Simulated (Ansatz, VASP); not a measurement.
# GdO in VASP and in Ansatz

```xyz
2
Lattice="0.0000 2.7179 2.7179 2.7179 0.0000 2.7179 2.7179 2.7179 0.0000" Properties=species:S:1:pos:R:3 pbc="T T T"
Gd    0.0000    0.0000    0.0000
O     4.0768    4.0768    4.0768
```

Change from the starting cell: volume scaled by 1.02, PAW files.

Alike in both runs: task electric field gradients; functional PBE; k mesh 12 × 12 × 12; occupations fermi-dirac, width 0.08 eV; collinear spin.

|  | VASP | Ansatz |
| --- | --- | --- |
| version | VASP 6.6.1 | Ansatz 0.2.0 |
| potentials or method | VASP PAW PBE potentials, release 64 (Gd, O) | PAW with Ansatz's default frozen-core files, scalar-relativistic |
| plane-wave cutoff (eV) | 520 | 420 |
| valence electrons in the cell | 24 | 24 |

Ansatz gave:

| Item | Value |
| --- | --- |
| pressure (GPa) | -2.3 |
| net moment per atom (μB) | 3.76 |
| size of the moment on the site where the two differ most (μB) | 6.81 |
| Vzz of the field gradient on the site that differs most (V/Å²) | 0.0 |

Estimate VASP's values.

pressure (GPa): -2.2; net moment per atom (μB): 3.77; size of the moment on the site where the two differ most (μB): 6.85; Vzz of the field gradient on the site that differs most (V/Å²): 0.0.

Site moments also hang on the region over which each program counts them. The functional is the same, so the differences come from potentials, cutoffs and numerics. Ansatz warned: «gradients_without_spin_orbit».

Caveats: a cell with one magnetic atom can't hold antiferromagnetic order, which such compounds often take. The state reached can hang on the start; a lower one may exist.
